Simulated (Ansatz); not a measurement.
## Si (Fd-3m), random displacements

The calculation used Ansatz, DFT r2SCAN, scalar-relativistic, plane waves, PAW. Settings: plane waves to 500 eV, k-mesh 6×6×6 (Γ-centred), Gaussian smearing 0.05 eV. No spin polarisation. Energies are free energies at this smearing, counted from the undisturbed cell; pressure is positive in compression.

Reference structure (as given, not relaxed at this level):

```
CELL_PARAMETERS angstrom
5.43094 0.00000 0.00000
0.00000 -5.43094 0.00000
0.00000 0.00000 -5.43094
ATOMIC_POSITIONS crystal
Si 0.50000 0.00000 0.00000
Si 0.00000 0.50000 0.00000
Si 0.00000 0.00000 0.50000
Si 0.50000 0.50000 0.50000
Si 0.75000 0.75000 0.75000
Si 0.25000 0.25000 0.75000
Si 0.25000 0.75000 0.25000
Si 0.75000 0.25000 0.25000
```

The atoms are displaced (Å, in the unstrained cell):

```
atom ux uy uz
 Si1  -0.106   0.086   0.034
 Si2  -0.068  -0.144  -0.082
 Si3   0.018  -0.126   0.186
 Si4  -0.006  -0.140  -0.091
 Si5   0.057  -0.155  -0.111
 Si6   0.117   0.215   0.179
 Si7  -0.078   0.148  -0.212
 Si8   0.067   0.115   0.097
```

The cell is not strained.

Q: What are the energy change, the stress and the forces?

A: ΔE = 270.5 meV/atom; stress (xx, yy, zz, yz, xz, xy; compression positive) (4.52, 2.56, 3.23, -1.98, -5.99, 3.99) GPa.
```csv
atom,Fx (eV/Å),Fy,Fz
Si1,0.05,0.15,-1.88
Si2,0.94,2.40,0.95
Si3,0.25,2.07,-2.39
Si4,2.25,2.48,-0.82
Si5,0.05,0.28,1.78
Si6,-0.66,-3.05,-1.06
Si7,-0.06,-1.55,2.26
Si8,-2.83,-2.78,1.16
```

Cost: 1 run of about 1.8 core-minutes, on Oxide Virtual Turin-like Processor (Zen 5) (shared hosts).